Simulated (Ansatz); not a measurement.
Consider CdTe (F-43m).

```cif
data_structure
_symmetry_space_group_name_H-M 'P 1'
_symmetry_Int_Tables_number 1
_cell_length_a 4.5821
_cell_length_b 4.5821
_cell_length_c 4.5821
_cell_angle_alpha 60.000
_cell_angle_beta 60.000
_cell_angle_gamma 60.000
_cell_volume 68.02
loop_
_atom_site_label
_atom_site_type_symbol
_atom_site_fract_x
_atom_site_fract_y
_atom_site_fract_z
_atom_site_occupancy
Cd1 Cd 0.00000 0.00000 0.00000 1
Te2 Te 0.25000 0.25000 0.25000 1
```

The cell and positions come from the Crystallography Open Database and are kept as given unless a step says otherwise. Spin-orbit coupling is left out unless a run names it. PAW set soft_2, made with PBE.

Gaps computed with Ansatz 0.2.0 without a self-energy: PBE 0.77 eV, PBE+SOC 0.50 eV and PBE0 2.29 eV.

Q: What gap should G0W0 on PBE give (4×4×4 mesh, 436 empty bands, screening to 200 eV, default PAW files)?

About 1.35 eV: on its mesh the run moves the gap from 0.76 eV by +0.59 eV. Among the scalar-relativistic levels given, PBE is nearest (−0.58 eV). Spin-orbit coupling is not in that value; its −0.27 eV at the PBE level would bring it to about 1.08 eV. Bands and cutoff are finite, so the gap is not at the basis limit. The miss can reach some tenths of an eV and take either sign; the mesh is an error of its own. The 4×4×4 mesh is coarse for this cell (its supercell is 18 Å along the shortest edge). The RPA ε∞ on it, from the PBE start, is 26.07; such meshes misread the long-range screening, most where the gap is narrow. The RPA ε∞ on this mesh reaches over 25; with a narrow direct gap a coarse mesh can overstate it, and the correction is then too small. The many-body steps are scalar-relativistic: spin-orbit coupling is not in them.

[Paths, hosts, dates, memory and timing lines, banners, echoed tables and standing remarks are left out of the program output.]

[Logs are printed without paths, hosts, clocks, repeated set-up lines and the standing remarks that a program may print on its own settings, such as how far it seeks lower states.]

[Runs of the session that timed out or met a known fault of the program may be left out.]

[Cells called generated may have been cut or substituted from an entry of the Crystallography Open Database or the Materials Project.]

[Hosts, paths, dates, database ids (printed as entryN), source tags and the programs' standing remarks are cut or masked in the printed files.]
